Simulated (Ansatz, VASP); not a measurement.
# Two plane-wave programs on Al

```xyz
1
Lattice="2.7649 0.0000 0.0000 -1.3825 2.3945 0.0000 0.0000 0.0000 2.7659" Properties=species:S:1:pos:R:3 pbc="T T T"
Al    0.0000    0.0000    0.0000
```

Alike in both runs: functional PBEsol; k mesh 9 × 9 × 6; occupations gaussian, width 0.1 eV; no spin polarisation.

Ansatz relaxed the structure, and its values are those at the end. VASP's run is a single point on that final structure, the one shown.

|  | VASP | Ansatz |
| --- | --- | --- |
| version | VASP 6.6.1 | Ansatz 0.2.0 |
| potentials or method | VASP PAW PBE potentials, release 64 (Al) | scalar-relativistic, plane waves, PAW |
| plane-wave cutoff (eV) | 520 | 420 |
| valence electrons in the cell | 3 | 3 |

```csv
,VASP,Ansatz,Ansatz less VASP
gap on the k mesh at the Fermi level (eV),none,none,-
pressure (GPa),0.1,0.0,-0.08
```

A gap of «none» marks a metal or a gap that the smearing closes. With one functional, cell and mesh, what is left measures potentials, basis and numerics.

Caveats: the k mesh is coarse (spacing up to 0.38 Å⁻¹), so the values aren't converged; the PAW data sets were made with another functional, which shifts forces and pressure a little (VASP).
